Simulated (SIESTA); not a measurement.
Crystal: Cu.

```
CELL_PARAMETERS angstrom
0.00000 1.80750 1.80750
1.80750 0.00000 1.80750
1.80750 1.80750 0.00000
ATOMIC_POSITIONS crystal
Cu 0.00000 0.00000 0.00000
```

Base run:

```yaml
Program: SIESTA 5.4.2
Functional: BLYP
Potentials_or_basis: PseudoDojo 0.4 standard (PBE files)
Basis: DZP (energy shift 0.003 Ry; two zetas on semicore shells)
Grid_cutoff: 800 Ry
Energy_shift: 0.003 Ry
k_mesh: 13 × 13 × 13
Occupations: fermi-dirac, width 0.05 eV
Spin: no spin polarisation
```

Its results: band gap on the k mesh none (metal or under the smearing width); pressure 7.5 GPa.

Q: The run is repeated on the same cell with these changes: functional from BLYP to vdW-DF-cx. What comes out?

A: Band gap on the k mesh none (metal or under the smearing width); pressure -4.9 GPa.

Caveats: short orbitals over semicore shells can move pressures by several GPa; the potentials were made for another functional, which shifts forces and pressure; the basis of atomic orbitals isn't converged, which shifts pressures, moduli and gaps.
